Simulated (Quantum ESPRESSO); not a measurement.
# VO2 (P4_2/mnm) in Quantum ESPRESSO: band structure with PBEsol

Aim: the band structure of VO2 with PBEsol.

Everything below comes from runs of Quantum ESPRESSO 7.5. Logs are shortened: lines on timing, memory, paths and dates and some standing lists are left out, and cuts for length are marked.

## 1. Starting point

It takes space group P4_2/mnm (No. 136, tetragonal). The conventional cell has a = 4.507 Å, b = 4.507 Å, c = 3.044 Å, α = 90.00°, β = 90.00°, γ = 90.00°. V (site symmetry mmm) has 6 O at 1.91 to 1.99 Å as nearest neighbours. O (site symmetry m2m) has 3 V at 1.91 to 1.99 Å as nearest neighbours.

The cell is a database's computed one.

## 2. Band structure, PBEsol, collinear spin, ferromagnetic start

File pw.in:

```
&CONTROL
  calculation = 'scf'
  prefix = 'pwscf'
  outdir = './tmp'
  pseudo_dir = './pseudo'
  tprnfor = .true.
  tstress = .true.
  disk_io = 'low'
/
&SYSTEM
  ibrav = 0
  nat = 6
  ntyp = 2
  ecutwfc = 45
  ecutrho = 360
  nbnd = 37
  occupations = 'smearing'
  smearing = 'fd'
  degauss = 0.00367493
  nspin = 2
  starting_magnetization(1) = 0.1538
  starting_magnetization(2) = 0
/
&ELECTRONS
  conv_thr = 1.2d-09
  electron_maxstep = 120
  mixing_beta = 0.3
/
ATOMIC_SPECIES
V     50.9415 v_pbesol_v1.4.uspp.F.UPF
O     15.9990 o_pbesol_v1.2.uspp.F.UPF
CELL_PARAMETERS angstrom
   4.5072020454    0.0000000000    0.0000000000
   0.0000000000    4.5072020454    0.0000000000
   0.0000000000    0.0000000000    3.0444500000
ATOMIC_POSITIONS crystal
V      0.5000000000    0.5000000000    0.5000000000
V      0.0000000000    0.0000000000    0.0000000000
O      0.2003580000    0.7996420000    0.5000000000
O      0.7996420000    0.2003580000    0.5000000000
O      0.7003580000    0.7003580000    0.0000000000
O      0.2996420000    0.2996420000    0.0000000000
K_POINTS automatic
6 6 9 0 0 0
```

File pp_density.in:

```
&INPUTPP
  prefix = 'pwscf'
  outdir = './tmp'
  filplot = 'density.dat'
  plot_num = 0
/
&PLOT
  nfile = 1
  filepp(1) = 'density.dat'
  iflag = 3
  output_format = 6
  fileout = 'density.cube'
/
```

File pp_potential.in:

```
&INPUTPP
  prefix = 'pwscf'
  outdir = './tmp'
  filplot = 'potential.dat'
  plot_num = 11
/
&PLOT
  nfile = 1
  filepp(1) = 'potential.dat'
  iflag = 3
  output_format = 6
  fileout = 'potential.cube'
/
```

File pp_spin.in:

```
&INPUTPP
  prefix = 'pwscf'
  outdir = './tmp'
  filplot = 'spin.dat'
  plot_num = 6
/
&PLOT
  nfile = 1
  filepp(1) = 'spin.dat'
  iflag = 3
  output_format = 6
  fileout = 'spin.cube'
/
```

File bands.in:

```
&CONTROL
  calculation = 'bands'
  prefix = 'pwscf'
  outdir = './tmp'
  pseudo_dir = './pseudo'
  disk_io = 'low'
  verbosity = 'high'
/
&SYSTEM
  ibrav = 0
  nat = 6
  ntyp = 2
  ecutwfc = 45
  ecutrho = 360
  nbnd = 37
  occupations = 'smearing'
  smearing = 'fd'
  degauss = 0.00367493
  nspin = 2
  starting_magnetization(1) = 0.1538
  starting_magnetization(2) = 0
/
&ELECTRONS
  conv_thr = 1d-08
  electron_maxstep = 120
  mixing_beta = 0.3
  diago_full_acc = .true.
/
ATOMIC_SPECIES
V     50.9415 v_pbesol_v1.4.uspp.F.UPF
O     15.9990 o_pbesol_v1.2.uspp.F.UPF
CELL_PARAMETERS angstrom
   4.5072020454    0.0000000000    0.0000000000
   0.0000000000    4.5072020454    0.0000000000
   0.0000000000    0.0000000000    3.0444500000
ATOMIC_POSITIONS crystal
V      0.5000000000    0.5000000000    0.5000000000
V      0.0000000000    0.0000000000    0.0000000000
O      0.2003580000    0.7996420000    0.5000000000
O      0.7996420000    0.2003580000    0.5000000000
O      0.7003580000    0.7003580000    0.0000000000
O      0.2996420000    0.2996420000    0.0000000000
K_POINTS crystal
60
 0.0000000000  0.0000000000  0.0000000000 1
 0.0000000000  0.1250000000  0.0000000000 1
 0.0000000000  0.2500000000  0.0000000000 1
 0.0000000000  0.3750000000  0.0000000000 1
 0.0000000000  0.5000000000  0.0000000000 1
 0.1250000000  0.5000000000  0.0000000000 1
 0.2500000000  0.5000000000  0.0000000000 1
 0.3750000000  0.5000000000  0.0000000000 1
 0.5000000000  0.5000000000  0.0000000000 1
 0.4285714286  0.4285714286  0.0000000000 1
 0.3571428571  0.3571428571  0.0000000000 1
 0.2857142857  0.2857142857  0.0000000000 1
 0.2142857143  0.2142857143  0.0000000000 1
 0.1428571429  0.1428571429  0.0000000000 1
 0.0714285714  0.0714285714  0.0000000000 1
 0.0000000000  0.0000000000  0.0000000000 1
 0.0000000000  0.0000000000  0.0714285714 1
 0.0000000000  0.0000000000  0.1428571429 1
 0.0000000000  0.0000000000  0.2142857143 1
 0.0000000000  0.0000000000  0.2857142857 1
 0.0000000000  0.0000000000  0.3571428571 1
 0.0000000000  0.0000000000  0.4285714286 1
 0.0000000000  0.0000000000  0.5000000000 1
 0.0000000000  0.1000000000  0.5000000000 1
 0.0000000000  0.2000000000  0.5000000000 1
 0.0000000000  0.3000000000  0.5000000000 1
 0.0000000000  0.4000000000  0.5000000000 1
 0.0000000000  0.5000000000  0.5000000000 1
 0.1000000000  0.5000000000  0.5000000000 1
 0.2000000000  0.5000000000  0.5000000000 1
 0.3000000000  0.5000000000  0.5000000000 1
 0.4000000000  0.5000000000  0.5000000000 1
 0.5000000000  0.5000000000  0.5000000000 1
 0.4375000000  0.4375000000  0.5000000000 1
 0.3750000000  0.3750000000  0.5000000000 1
 0.3125000000  0.3125000000  0.5000000000 1
 0.2500000000  0.2500000000  0.5000000000 1
 0.1875000000  0.1875000000  0.5000000000 1
 0.1250000000  0.1250000000  0.5000000000 1
 0.0625000000  0.0625000000  0.5000000000 1
 0.0000000000  0.0000000000  0.5000000000 1
 0.0000000000  0.5000000000  0.0000000000 1
 0.0000000000  0.5000000000  0.0555555556 1
 0.0000000000  0.5000000000  0.1111111111 1
 0.0000000000  0.5000000000  0.1666666667 1
 0.0000000000  0.5000000000  0.2222222222 1
 0.0000000000  0.5000000000  0.2777777778 1
 0.0000000000  0.5000000000  0.3333333333 1
 0.0000000000  0.5000000000  0.3888888889 1
 0.0000000000  0.5000000000  0.4444444444 1
 0.0000000000  0.5000000000  0.5000000000 1
 0.5000000000  0.5000000000  0.0000000000 1
 0.5000000000  0.5000000000  0.0625000000 1
 0.5000000000  0.5000000000  0.1250000000 1
 0.5000000000  0.5000000000  0.1875000000 1
 0.5000000000  0.5000000000  0.2500000000 1
 0.5000000000  0.5000000000  0.3125000000 1
 0.5000000000  0.5000000000  0.3750000000 1
 0.5000000000  0.5000000000  0.4375000000 1
 0.5000000000  0.5000000000  0.5000000000 1
```

Potentials or basis: GBRV 1.5 PBEsol.

Run with:

```
> OMP_NUM_THREADS=1 mpirun -n 2 pw.x -nk 2 -in pw.in > pw.out
> OMP_NUM_THREADS=1 mpirun -n 1 pp.x -in pp_density.in > pp_density.out
> OMP_NUM_THREADS=1 mpirun -n 1 pp.x -in pp_potential.in > pp_potential.out
> OMP_NUM_THREADS=1 mpirun -n 1 pp.x -in pp_spin.in > pp_spin.out
> OMP_NUM_THREADS=1 mpirun -n 2 pw.x -nk 2 -in bands.in > bands.out
```

pw.out:

```text
This program is part of the open-source Quantum ESPRESSO suite
     for quantum simulation of materials; please cite
[... 6 lines left out ...]
     using ibrav=0 with symmetry is DISCOURAGED, use correct ibrav instead

     K-points division:     npool     =       2
     Subspace diagonalization in iterative solution of the eigenvalue problem:
     a serial algorithm will be used

     G-vector sticks info
     --------------------
     sticks:   dense  smooth     PW     G-vecs:    dense   smooth      PW
     Sum        2085    1041    325                48159    17041    2881

     Using Slab Decomposition

     bravais-lattice index     =            0
     lattice parameter (alat)  =       8.5174  a.u.
     unit-cell volume          =     417.3683 (a.u.)^3
     number of atoms/cell      =            6
     number of atomic types    =            2
     number of electrons       =        50.00
     number of Kohn-Sham states=           37
     kinetic-energy cutoff     =      45.0000  Ry
     charge density cutoff     =     360.0000  Ry
     scf convergence threshold =      1.2E-09
     mixing beta               =       0.3000
     number of iterations used =            8  plain     mixing
     Exchange-correlation= SLA  PW   PSX  PSC
                           (   1   4  10   8   0   0   0)

     celldm(1)=   8.517377  celldm(2)=   0.000000  celldm(3)=   0.000000
     celldm(4)=   0.000000  celldm(5)=   0.000000  celldm(6)=   0.000000

     crystal axes: (cart. coord. in units of alat)
               a(1) = (   1.000000   0.000000   0.000000 )
               a(2) = (   0.000000   1.000000   0.000000 )
               a(3) = (   0.000000   0.000000   0.675463 )

     reciprocal axes: (cart. coord. in units 2 pi/alat)
               b(1) = (  1.000000  0.000000  0.000000 )
               b(2) = (  0.000000  1.000000  0.000000 )
               b(3) = (  0.000000  0.000000  1.480465 )

     PseudoPot. # 1 for V  read from file:
     v_pbesol_v1.4.uspp.F.UPF
     Pseudo is Ultrasoft + core correction, Zval = 13.0
     Generated by new atomic code, or converted to UPF format
     Using radial grid of  853 points,  6 beta functions with:
                l(1) =   0
                l(2) =   0
                l(3) =   1
                l(4) =   1
                l(5) =   2
                l(6) =   2
     Q(r) pseudized with  8 coefficients,  rinner =    1.100   1.100   1.100
                                                       1.100   1.100

     PseudoPot. # 2 for O  read from file:
     o_pbesol_v1.2.uspp.F.UPF
     Pseudo is Ultrasoft + core correction, Zval =  6.0
     Generated by new atomic code, or converted to UPF format
     Using radial grid of  737 points,  5 beta functions with:
                l(1) =   0
                l(2) =   0
                l(3) =   1
                l(4) =   1
                l(5) =   2
     Q(r) pseudized with  8 coefficients,  rinner =    0.900   0.900   0.900
                                                       0.900   0.900

     atomic species   valence    mass     pseudopotential
     V                13.00    50.94150     V ( 1.00)
     O                 6.00    15.99900     O ( 1.00)

     Starting magnetic structure
     atomic species   magnetization
     V               0.154
     O               0.000

     16 Sym. Ops., with inversion, found ( 8 have fractional translation)

   Cartesian axes

     site n.     atom                  positions (alat units)
         1        V      tau(   1) = (   0.5000000   0.5000000   0.3377317  )
         2        V      tau(   2) = (   0.0000000   0.0000000   0.0000000  )
         3        O      tau(   3) = (   0.2003580   0.7996420   0.3377317  )
         4        O      tau(   4) = (   0.7996420   0.2003580   0.3377317  )
         5        O      tau(   5) = (   0.7003580   0.7003580   0.0000000  )
         6        O      tau(   6) = (   0.2996420   0.2996420   0.0000000  )

     number of k points=    50  Fermi-Dirac smearing, width (Ry)=  0.0037
                       cart. coord. in units 2pi/alat
        k(    1) = (   0.0000000   0.0000000   0.0000000), wk =   0.0030864
        k(    2) = (   0.0000000   0.0000000   0.1644961), wk =   0.0061728
        k(    3) = (   0.0000000   0.0000000   0.3289922), wk =   0.0061728
        k(    4) = (   0.0000000   0.0000000   0.4934884), wk =   0.0061728
        k(    5) = (   0.0000000   0.0000000   0.6579845), wk =   0.0061728
        k(    6) = (   0.0000000   0.1666667   0.0000000), wk =   0.0123457
[... 42 lines left out ...]
        k(   49) = (  -0.5000000  -0.5000000   0.4934884), wk =   0.0061728
        k(   50) = (  -0.5000000  -0.5000000   0.6579845), wk =   0.0061728

     Dense  grid:    48159 G-vectors     FFT dimensions: (  54,  54,  36)

     Smooth grid:    17041 G-vectors     FFT dimensions: (  40,  40,  30)

     Check: negative core charge=   -0.000003
     Generating pointlists ...
     new r_m :   0.1748 (alat units)  1.4888 (a.u.) for type    1
     new r_m :   0.1748 (alat units)  1.4888 (a.u.) for type    2

     Initial potential from superposition of free atoms

     starting charge      49.9977, renormalised to      50.0000

     negative rho (up, down):  8.856E-04 6.470E-04
     Starting wfcs are   36 randomized atomic wfcs +    1 random wfcs

     Self-consistent Calculation

     iteration #  1     ecut=    45.00 Ry     beta= 0.30
     Davidson diagonalization with overlap
     ethr =  1.00E-02,  avg # of iterations =  5.3

     negative rho (up, down):  9.285E-04 1.013E-03

     total energy              =    -418.66087391 Ry
     estimated scf accuracy    <       2.70311583 Ry

     total magnetization       =     2.00 Bohr mag/cell
     absolute magnetization    =     2.25 Bohr mag/cell

     iteration #  2     ecut=    45.00 Ry     beta= 0.30
     Davidson diagonalization with overlap
     ethr =  5.41E-03,  avg # of iterations =  2.0

     negative rho (up, down):  7.247E-04 1.053E-03

     total energy              =    -418.98993342 Ry
     estimated scf accuracy    <       1.68084071 Ry

     total magnetization       =     2.22 Bohr mag/cell
     absolute magnetization    =     3.58 Bohr mag/cell

     iteration #  3     ecut=    45.00 Ry     beta= 0.30
     Davidson diagonalization with overlap
     ethr =  3.36E-03,  avg # of iterations =  1.1

     negative rho (up, down):  6.470E-04 1.266E-03

     total energy              =    -419.29772559 Ry
     estimated scf accuracy    <       0.22984553 Ry

     total magnetization       =     2.00 Bohr mag/cell
     absolute magnetization    =     2.54 Bohr mag/cell

     iteration #  4     ecut=    45.00 Ry     beta= 0.30
     Davidson diagonalization with overlap
     ethr =  4.60E-04,  avg # of iterations =  1.3

     negative rho (up, down):  4.782E-04 2.259E-03

     total energy              =    -419.32698924 Ry
     estimated scf accuracy    <       0.01283730 Ry
[... 88 lines left out ...]
     iteration # 12     ecut=    45.00 Ry     beta= 0.30
     Davidson diagonalization with overlap
     ethr =  9.34E-11,  avg # of iterations =  2.1

     negative rho (up, down):  4.923E-04 2.118E-03

     total energy              =    -419.32802292 Ry
     estimated scf accuracy    <       0.00000002 Ry

     total magnetization       =     2.00 Bohr mag/cell
     absolute magnetization    =     2.57 Bohr mag/cell

     iteration # 13     ecut=    45.00 Ry     beta= 0.30
     Davidson diagonalization with overlap
     ethr =  3.88E-11,  avg # of iterations =  1.5

     negative rho (up, down):  4.923E-04 2.118E-03

     total energy              =    -419.32802293 Ry
     estimated scf accuracy    <          6.0E-09 Ry

     total magnetization       =     2.00 Bohr mag/cell
     absolute magnetization    =     2.57 Bohr mag/cell

     iteration # 14     ecut=    45.00 Ry     beta= 0.30
     Davidson diagonalization with overlap
     ethr =  1.21E-11,  avg # of iterations =  1.9

     negative rho (up, down):  4.924E-04 2.118E-03

     Magnetic moment per site  (integrated on atomic sphere of radius R)
     atom   1 (R=0.175)  charge=  9.4655  magn=  0.8557
     atom   2 (R=0.175)  charge=  9.4655  magn=  0.8557
     atom   3 (R=0.175)  charge=  5.2528  magn= -0.0656
     atom   4 (R=0.175)  charge=  5.2528  magn= -0.0656
     atom   5 (R=0.175)  charge=  5.2528  magn= -0.0656
     atom   6 (R=0.175)  charge=  5.2528  magn= -0.0656

     End of self-consistent calculation

     Number of k-points >= 100: set verbosity='high' to print the bands.

     the Fermi energy is    10.0503 ev

!    total energy              =    -419.32802294 Ry
     estimated scf accuracy    <          5.9E-11 Ry
     smearing contrib. (-TS)   =      -0.00307363 Ry
     internal energy E=F+TS    =    -419.32494930 Ry

     The total energy is F=E-TS. E is the sum of the following terms:
     one-electron contribution =    -162.28734875 Ry
     hartree contribution      =     104.40630408 Ry
     xc contribution           =     -67.25202873 Ry
     ewald contribution        =    -294.19187591 Ry

     total magnetization       =     2.00 Bohr mag/cell
     absolute magnetization    =     2.57 Bohr mag/cell

     convergence has been achieved in  14 iterations

     negative rho (up, down):  4.924E-04 2.118E-03

     Forces acting on atoms (cartesian axes, Ry/au):

     atom    1 type  1   force =     0.00000000    0.00000000   -0.00000000
     atom    2 type  1   force =     0.00000000    0.00000000    0.00000000
     atom    3 type  2   force =    -0.00799839    0.00799839   -0.00000000
     atom    4 type  2   force =     0.00799839   -0.00799839   -0.00000000
     atom    5 type  2   force =    -0.00799839   -0.00799839    0.00000000
     atom    6 type  2   force =     0.00799839    0.00799839   -0.00000000

     Total force =     0.022623     Total SCF correction =     0.000013

     Computing stress (Cartesian axis) and pressure

     negative rho (up, down):  4.924E-04 2.118E-03
          total   stress  (Ry/bohr**3)                   (kbar)     P=     -162.16
  -0.00066202   0.00000000   0.00000000          -97.39        0.00        0.00
   0.00000000  -0.00066202   0.00000000            0.00      -97.39        0.00
   0.00000000   0.00000000  -0.00198294            0.00        0.00     -291.70

=------------------------------------------------------------------------------=
   JOB DONE.
=------------------------------------------------------------------------------=
```

Wall time 1.9 min (2 MPI ranks of Intel Xeon Platinum 8375C at 2.90GHz (Ice Lake), shared host); peak memory 0.42 GiB.

What came out:

| Quantity | Value |
| --- | --- |
| Free energy | -5705.2484 eV |
| Pressure | -16.2 GPa |
| Largest force | 0.291 eV/Å |
| Band gap on the k mesh | none (metal or under the smearing width) |
| Net moment | 2.00 μB per cell |
| Absolute moment | 2.57 μB per cell |
| Site moments | V +0.86; O -0.07 μB |
| Valence electrons inside the program's atomic spheres | V 9.47; O 5.25 |

Forces on the atoms (eV/Å):
```
V    0.000  0.000  0.000
V    0.000  0.000  0.000
O   -0.206  0.206  0.000
O    0.206 -0.206  0.000
O   -0.206 -0.206  0.000
O    0.206  0.206  0.000
```

Stress tensor (GPa, compression positive):
```
 -9.74   0.00   0.00
  0.00  -9.74   0.00
  0.00   0.00 -29.17
```

Levels at the corners of the path, in eV from the Fermi level:
Spin up:
| point | band 24 | band 25 | band 26 | band 27 | band 28 | band 29 |
| --- | --- | --- | --- | --- | --- | --- |
| Γ | -1.07 | -0.78 | -0.50 | -0.38 | -0.35 | -0.35 |
| X | -1.85 | -0.13 | -0.13 | 0.39 | 0.39 | 0.90 |
| M | -2.42 | -0.72 | -0.72 | -0.32 | -0.32 | 1.31 |
| Γ | -1.07 | -0.78 | -0.50 | -0.38 | -0.35 | -0.35 |
| Z | -2.68 | 0.07 | 0.07 | 0.67 | 0.67 | 1.18 |
| R | -2.17 | -0.61 | -0.61 | 0.08 | 0.08 | 1.41 |
| A | -1.78 | 0.10 | 0.10 | 0.33 | 0.33 | 0.56 |
| Z | -2.68 | 0.07 | 0.07 | 0.67 | 0.67 | 1.18 |
| X | -1.85 | -0.13 | -0.13 | 0.39 | 0.39 | 0.90 |
| R | -2.17 | -0.61 | -0.61 | 0.08 | 0.08 | 1.41 |
| M | -2.42 | -0.72 | -0.72 | -0.32 | -0.32 | 1.31 |
| A | -1.78 | 0.10 | 0.10 | 0.33 | 0.33 | 0.56 |
Spin down:
```csv
point,band 22,band 23,band 24,band 25,band 26,band 27
Γ,-1.70,-1.70,-1.24,0.52,0.65,0.74
X,-3.27,-1.98,-1.98,1.07,1.07,1.46
M,-2.88,-2.48,-2.48,0.52,0.52,0.84
Γ,-1.70,-1.70,-1.24,0.52,0.65,0.74
Z,-3.84,-2.70,-2.70,1.39,1.39,1.56
R,-3.26,-2.30,-2.30,0.48,0.48,1.43
A,-2.66,-1.87,-1.87,1.20,1.20,1.45
Z,-3.84,-2.70,-2.70,1.39,1.39,1.56
X,-3.27,-1.98,-1.98,1.07,1.07,1.46
R,-3.26,-2.30,-2.30,0.48,0.48,1.43
M,-2.88,-2.48,-2.48,0.52,0.52,0.84
A,-2.66,-1.87,-1.87,1.20,1.20,1.45
```

Caveat: some levels on the path didn't converge; so large a pressure means that the cell lies far from this level's equilibrium, or that cutoff or potentials fall short; semilocal functionals often make such compounds metallic where correlation or magnetic order opens a gap, which also shifts bond lengths.
